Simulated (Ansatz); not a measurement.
# In3Sb3H5: the cost of one run

Method: DFT PBE, scalar-relativistic, plane waves, PAW, in Ansatz 0.2.0.

1 further run of the same task is left out (set aside as unsound or not needed).

### 1 The system as given

Symmetry: F-43m, No. 216, cubic system. Conventional cell: a = 6.635 Å, b = 6.635 Å, c = 6.635 Å, α = 90.00°, β = 90.00°, γ = 90.00°. In (site symmetry -43m) has 4 Sb at 2.87 Å as nearest neighbours. Sb (site symmetry -43m) has 4 In at 2.87 Å as nearest neighbours.

As a file:

```xyz
2
Lattice="0.0000 3.3174 3.3174 3.3174 0.0000 3.3174 3.3174 3.3174 0.0000" Properties=species:S:1:pos:R:3 pbc="T T T"
In    0.0000    0.0000    0.0000
Sb    1.6587    1.6587    1.6587
```

This cell was relaxed beforehand with the same method: volume 36.51 Å³/atom, gap on the mesh none (metal).

### 2 Next: the [110] wire, 12 host atoms a period with H caps

The wire is cut from the relaxed crystal, periodic along c with vacuum across. Atoms and period relax; energies count from the bulk, -6041.2940 eV an atom. Each H cap counts from half an H2 molecule (-15.872 eV in a separate run).

The cell holds 6 In, 6 Sb, 10 H: a = 18.900 Å, b = 22.900 Å, c = 4.692 Å, α = 90.00°, β = 90.00°, γ = 90.00°.

### 3 Relaxing it

Pressure and volume refer to the whole cell with its vacuum; only the period along c may change.

input.yaml

```yaml
crystal:
  lattice:
    - [18.9, 0.0, 0.0]
    - [0.0, 22.9, 0.0]
    - [0.0, 0.0, 4.6915474098]
  atoms:
    - { symbol: In, position: [0.5620575054, 0.536594607, 0.0] }
    - { symbol: In, position: [0.5620575054, 0.2468631671, 0.0] }
    - { symbol: Sb, position: [0.5620575054, 0.609027467, 0.5] }
    - { symbol: Sb, position: [0.5620575054, 0.319296027, 0.5] }
    - { symbol: In, position: [0.4379424946, 0.681460327, 0.5] }
    - { symbol: In, position: [0.4379424946, 0.391728887, 0.5] }
    - { symbol: Sb, position: [0.6861725163, 0.464161747, 0.0] }
    - { symbol: In, position: [0.6861725163, 0.391728887, 0.5] }
    - { symbol: Sb, position: [0.4379424946, 0.753893187, 0.0] }
    - { symbol: Sb, position: [0.4379424946, 0.464161747, 0.0] }
    - { symbol: In, position: [0.3138274837, 0.536594607, 0.0] }
    - { symbol: Sb, position: [0.3138274837, 0.609027467, 0.5] }
    - { symbol: H, position: [0.6372270319, 0.2029946313, 0.0] }
    - { symbol: H, position: [0.4868879789, 0.2029946313, 0.0] }
    - { symbol: H, position: [0.6359310056, 0.6521396487, 0.5] }
    - { symbol: H, position: [0.3627729681, 0.3478603513, 0.5] }
    - { symbol: H, position: [0.7600460164, 0.5072739287, 0.0] }
    - { symbol: H, position: [0.7613420428, 0.3478603513, 0.5] }
    - { symbol: H, position: [0.5118159948, 0.7970053687, 0.0] }
    - { symbol: H, position: [0.3640689944, 0.7970053687, 0.0] }
    - { symbol: H, position: [0.2386579572, 0.4927260713, 0.0] }
    - { symbol: H, position: [0.2399539836, 0.6521396487, 0.5] }
basis:
  ecutwfc: 420
kpoints:
  mp_grid: { grid: [1, 1, 12] }
hamiltonian:
  xc: pbe
scf:
  occupations: { method: gaussian, width: 0.05 }
output:
  forces: true
  stress: true
  eigenvalues: true
  populations: true
  write_density: true
  write_potential: true
  elf: true
  volumetric_format: npy
relax:
  adjacent_minimum: "off"
  f_tol: 0.02
  max_steps: 45
  cell: { fix: [a, b, alpha, beta, gamma], stress_tol: 0.03 }
```

Run with:

```sh
> ansatz run input.yaml --threads 4 --pin off --max-ram 11264MiB --backend cpu --events-out ev --progress --plain --runs-dir out
```

What time and memory should one allow on 4 threads of Arm Neoverse V1, shared host?

About 11 min, with a peak of 4.8 GiB.
